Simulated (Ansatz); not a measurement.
Ir:

```xyz
1
Lattice="0.0000 1.9156 1.9156 1.9156 0.0000 1.9156 1.9156 1.9156 0.0000" Properties=species:S:1:pos:R:3 pbc="T T T"
Ir    0.0000    0.0000    0.0000
```

```yaml
Program: Ansatz 0.2.0
Task: relaxation of cell and atoms
Functional: BLYP
Potentials_or_basis: Ansatz PAW
Cutoff: "420 eV (not typed: the program's choice for these potentials)"
k_mesh: 12 × 12 × 12
Occupations: fermi-dirac, width 0.05 eV
Spin: no spin polarisation
```

At the start: volume 14.06 Å³/atom.

**Question.** Where does the relaxation end?

**Answer.** It ends after 6 steps and the volume is 15.22 Å³/atom (+8.3 %); space group Fm-3m (No. 225, to 0.05 Å).

Step by step:
```tsv
step	energy change (eV)	largest force (eV/Å)	volume (Å³)
1	0.0000	0.0000	14.06
2	-0.0432	0.0000	16.22
3	-0.0946	0.0000	15.38
4	-0.0960	0.0000	15.20
5	-0.0960	0.0000	15.22
6	-0.0965	0.0000	15.22
```

Final structure:
```
CELL_PARAMETERS angstrom
0.00000 1.96714 1.96714
1.96714 0.00000 1.96714
1.96714 1.96714 0.00000
ATOMIC_POSITIONS crystal
Ir 0.00000 0.00000 0.00000
```

Caveat: the plane-wave basis is chosen anew once the cell has moved, so the energies of steps on either side of that aren't comparable; the PAW data sets come from PBE, with cores solved anew for the run's functional, which leaves a small shift of forces and pressure.
